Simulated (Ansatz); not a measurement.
## In: the change of energy above lowest point and pressure with volume per atom

Results calculated with Ansatz 0.2.0 development build, not measured. Equation of state of a cubic crystal from periodic Kohn-Sham density functional theory without spin; pressure corrected for the finite basis.

Cell of the first row (space group Im-3m, No. 229):
```
cell vectors (Å)
  -1.8687     1.8687     1.8687
   1.8687    -1.8687     1.8687
   1.8687     1.8687    -1.8687
atoms (fractions of the cell vectors)
In  0.00000  0.00000  0.00000
```

Settings of every row: formula In; structure type bcc; functional PBE; spin treatment none; k mesh 20x20x20; occupation method fermi-dirac; occupation width 0.061225619 eV; wave cutoff 420 eV; datasets soft-1 PAW; density cutoff ratio 4.

Limits: a cubic model structure, not a phase known at ambient conditions; modest k-mesh, values are not fully converged in k.

| row | volume per atom (Å³) | energy above lowest point (meV/atom) | pressure (GPa) |
| --- | --- | --- | --- |
| 1 | 26.101 | 12.4 | 2.523 |
| 2 | 26.656 | 5.33 | 1.579 |
| 3 | 27.211 | 1.32 | 0.75 |
| 4 | 27.767 | 0 | 0.027 |
| 5 | 28.322 | 1.03 | -0.608 |
| 6 | 28.877 | ? | ? |
| 7 | 29.432 | 9.11 | -1.684 |

Question: what energy above lowest point and pressure should row 6 give?

Worked fit of energy above lowest point. Take u = (V_r/V)^(2/3) − 1 with V_r = 27.489 Å³ an atom, which is twice the finite (Eulerian) strain; such expansions in the strain, on which the Birch-Murnaghan equation of state is built, carry the rest volume and the bulk modulus. The shown rows have u = 0.03515, 0.02073, 0.0068, -0.00669, -0.01971, -0.04451. Least squares give energy above lowest point = 0.341 + 97.41 × u + 6823.2 × u² + 4692 × u³ meV/atom; a parabola predicts inner rows, each left out in turn, worse (root mean square 0.093 against 0.011 meV/atom). The rows lie off it by 0.00, 0.00, 0.00, 0.01, -0.01, 0.00. Its lowest point lies at u = -0.0072, or V = 27.79 Å³ an atom, and the curvature there gives the bulk modulus at fixed shape and fractions, B = (4/9)(1 + u)² E″(u)/V = 34 GPa. The withheld row has u = -0.03231, so the fit gives 0.341 + 97.41 × (-0.03231) + 6823.2 × (-0.03231)² + 4692 × (-0.03231)³ = 4.16 meV/atom.

The calculation gave 4.14 meV/atom. The fit lies 0.02 meV/atom (0.16 % of the column's range) above it; its largest miss of a shown row is 0.01 meV/atom.

Worked fit of pressure. Take u = (V_r/V)^(2/3) − 1 with V_r = 27.489 Å³ an atom, which is twice the finite (Eulerian) strain; such expansions in the strain, on which the Birch-Murnaghan equation of state is built, carry the rest volume and the bulk modulus. The shown rows have u = 0.03515, 0.02073, 0.0068, -0.00669, -0.01971, -0.04451. Least squares give pressure = 0.3782 + 53.62 × u + 190.25 × u² + 592 × u³ GPa; a parabola predicts inner rows, each left out in turn, worse (root mean square 0.012 against 0.0036 GPa). The rows lie off it by -0.001, 0.002, -0.002, -0.001, 0.001, 0.000. The pressure vanishes at u = -0.0072, or V = 27.79 Å³ an atom, and there the bulk modulus at fixed shape and fractions is B = −V dP/dV = (2/3)(1 + u) dP/du = 33.7 GPa. The withheld row has u = -0.03231, so the fit gives 0.3782 + 53.62 × (-0.03231) + 190.25 × (-0.03231)² + 592 × (-0.03231)³ = -1.176 GPa.

The calculation gave -1.176 GPa. The fit meets it to the printed digit.
